A passing electron seldom loses about 6 eV to silicon, although the crystal absorbs most strongly there at the momentum studied here. Its most likely loss is about 18 eV, where the valence electrons swing together. The same screening that accompanies the strong absorption hides it from the electron. The loss peaks where the dielectric function comes close to zero, so that the crystal strengthens the electron's field instead of weakening it.

Electron energy loss of crystalline silicon, Yambo 5.3.0: linear response with the Hartree kernel on PBEsol states from Quantum ESPRESSO, without quasiparticle corrections. Momentum transfer (0, 0, 0.25) in reciprocal lattice vectors, 16×16×16 k-mesh, 34 bands, damping 0.2 eV, PseudoDojo 0.4.1 potentials, wavefunction cutoff 490 eV.

```
row  loss function  loss energy (eV)
  1          0.005              0.00
  2          0.006              1.41
  3          0.015              2.61
  4          0.033              4.02
  5          0.054              5.43
  6          0.102              6.83
  7          0.160              8.04
  8          0.194              9.45
  9          0.294             10.85
 10          0.536             12.26
 11          0.818             13.47
 12          1.469             14.87
 13          2.465             16.28
 14          3.493             17.69
 15          2.729             18.89
 16          1.357             20.30
 17          0.712             21.71
 18          0.397             23.12
 19          0.241             24.32
 20          0.149             25.73
 21          0.100             27.14
 22          0.075             28.54
 23          0.061             29.75
 24          0.057             31.16
 25          0.049             32.56
 26          0.042             33.97
 27          0.034             35.18
 28          0.035             36.58
 29          0.037             37.99
 30          0.041             39.40
```

The loss function is $L=-\mathrm{Im}(1/\varepsilon)=\mathrm{Im}\,\varepsilon/|\varepsilon|^2$, where $\varepsilon$ is the dielectric function at the loss energy $E$. The numerator is absorption, and the denominator shows how the crystal changes the electron's field: above 1 it weakens the field, below 1 it strengthens it. Since $|\varepsilon|$ is at least as large as $\mathrm{Im}\,\varepsilon$, the loss can never exceed $1/\mathrm{Im}\,\varepsilon$. Strong absorption therefore sets a low ceiling on the loss.

Rows 5 and 6 lie on either side of the absorption peak, which the same calculation puts, at the finite momentum of this spectrum, at 5.83 eV with $\mathrm{Im}\,\varepsilon=14.1$. The ceiling there is 0.071, and the loss interpolated between the two rows is 0.068. The loss is thus nearly as large as such strong absorption permits, and that is still very little. The calculation leaves out the attraction between electron and hole and uses uncorrected band energies, so the absorption peak of real silicon may differ in energy and height. The limit $1/\mathrm{Im}\,\varepsilon$ still applies there, with the real absorption put in.

Row 14 is the opposite case. The loss also cannot exceed $1/|\varepsilon|$, so a value of 3.493 means that $|\varepsilon|$ is at most 0.29. When $\varepsilon$ is close to zero, the charge can oscillate with hardly any outside drive. This collective oscillation is the plasmon.

Its energy can be estimated from two restoring forces. Displaced electrons are pulled back by the charge they leave behind, which alone would give the free-electron plasmon energy $E_p$, set by the electron density. They are also bound, which a single mean transition energy $E_b$ can represent:

$$\varepsilon(E)=1+\frac{E_p^2}{E_b^2-E^2}.$$

This expression vanishes at $E^2=E_p^2+E_b^2$. Eight valence electrons per cell give $E_p=16.54$ eV. The static value calculated at the momentum of this spectrum, $\varepsilon(0)=6.23$, then fixes $E_b$, which therefore holds some effect of the momentum as well as the binding:

$$E_b=\frac{16.54}{\sqrt{6.23-1}}\approx7.23\ \text{eV},\qquad E=\sqrt{16.54^2+7.23^2}\approx18.05\ \text{eV}.$$

The loss maximum of the same calculation, on its finer energy grid, is at 18.09 eV. The agreement is closer than the model deserves, because the peak is lopsided: the midpoint between its half-height energies is 17.58 eV. The estimate is better trusted to about half an electronvolt.

The spectrum belongs to a finite momentum transfer of about 0.5 Å⁻¹, and a plasmon rises with momentum even in a gas of free electrons. That rise alone would put it at 17.37 eV, which is also near the midpoint, so the position of the peak is weak evidence for binding. The static response is stronger evidence: a free-electron gas at this momentum would have $\varepsilon(0)\approx18$, about three times the calculated value. Silicon's electrons yield much less to a slow field, as bound electrons should. In this simple model the electron density sets the main energy scale, and weaker static screening at the same density would move the plasmon up; one spectrum cannot test that second part.

The collective motion also takes most of the available strength. The area under $E\,L$ counts the electrons that take part in the loss. Up to row 11 it amounts to only half an electron per cell, but by row 18 it has reached 6.25 of the eight. Absorption near 6 eV is strong, yet it leaves only a small part of this count at low loss energies.

The peak is 4.6 eV wide at half its tabulated height, far more than the 0.2 eV damping put into the calculation. The established cause is decay: the plasmon can hand its energy to single electrons that jump between bands. An oscillator placed at 18.05 eV, with one constant width and a strength fitted to all 30 rows, shows where this picture is too simple. It is 17% below the computed loss in row 12 and nearly twice the computed loss in row 22. Those two misses suggest damping that is stronger below the peak than above it, which would also make the peak lean towards low energy. The program's results follow this page.

A few small irregularities remain. Into row 8 the loss rises only half as fast per electronvolt as into row 7, and into row 9 it rises about three times as fast as into row 8. A plausible but untested reading is that one group of interband transitions fades there before the flank of the plasmon takes over. The small rise from row 27 to row 30 should not be read as a new excitation, because the calculation used 34 bands and its convergence at these high energies was not tested. Row 1 keeps a small loss at zero energy, where it should vanish; the damping put into the calculation is the likely cause.

The analysis program printed:

```
fit of lf on 30 rows: coefficient of s*en/((en**2-e1**2)**2+(s*en)**2) 279.2 +/- 5.4, s 4.525; rms 0.104, worst 16 0.256, leave-one-out rms 0.131
fit of lf on 30 rows: coefficient of s*en/((en**2-gas**2)**2+(s*en)**2) 263.4 +/- 6.8, s 4.3; rms 0.139, worst 15 -0.506, leave-one-out rms 0.185
free-electron plasmon energy at zero momentum, eV: 16.54
mean transition energy from the static dielectric constant, eV: 7.228
plasmon energy of bound electrons, no fit, eV: 18.05
plasmon energy of an electron gas at this momentum, eV: 17.37
bound-electron estimate less computed loss peak, eV: -0.04295
electron-gas estimate less computed loss peak, eV: -0.7183
static dielectric constant of an electron gas at this momentum (Thomas-Fermi): 18.38
upper limit of the size of epsilon at the highest tabulated loss: 0.2863
ceiling of the loss at the absorption peak: 0.07094
loss interpolated at the absorption peak: 0.06768
full width at half the tabulated maximum, eV: 4.637
midpoint between the half-height energies, eV: 17.58
electrons counted by the f-sum up to row 11: 0.4765
electrons counted by the f-sum up to row 18: 6.25
electrons counted by the f-sum up to row 30: 7.007
static screening 1-1/epsilon from the outputs: 0.8396
static screening summed from the tabulated loss: 0.8228
rise of the loss per eV into row 7: 0.04793
rise of the loss per eV into row 8: 0.02411
rise of the loss per eV into row 9: 0.07143
fitted bound-oscillator value over computed loss, row 12: 0.8267
fitted bound-oscillator value over computed loss, row 22: 1.881
```
